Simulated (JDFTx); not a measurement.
The system is CuI (Marshite).

```
I Cu
1.0
     0.00000    3.03150    3.03150
     3.03150    0.00000    3.03150
     3.03150    3.03150    0.00000
I Cu
1 1
Direct
  0.00000 0.00000 0.00000
  0.75000 0.75000 0.75000
```

Program: JDFTx 1.7.0 (patched build). Alike in all runs: task single point; no spin polarisation; cell as given.

Task: Order these runs on this cell by their pressure, lowest first.
A. level PBEsol; potentials or basis PseudoDojo-SR-PBEsol-0.4.1-standard with smoothed tails; k mesh 8 × 8 × 8; cutoff (eV) 1252; smearing gaussian 0.02 eV
B. level PBE; potentials or basis PseudoDojo-SR-PBE-0.5-standard with smoothed tails; k mesh 5 × 5 × 5; cutoff (eV) 1252; smearing fermi-dirac 0.05 eV
C. level LDA; potentials or basis PseudoDojo-SR-LDA-0.4.1-standard with smoothed tails; k mesh 8 × 8 × 8; cutoff (eV) 1143; smearing fermi-dirac 0.05 eV

Result: C (-4.7 GPa), A (-2.4 GPa), B (0.2 GPa).

Caveats: the cutoff is short for these files and lowers the pressure by up to 1 GPa (some runs).

Not every run made on this cell is shown here.
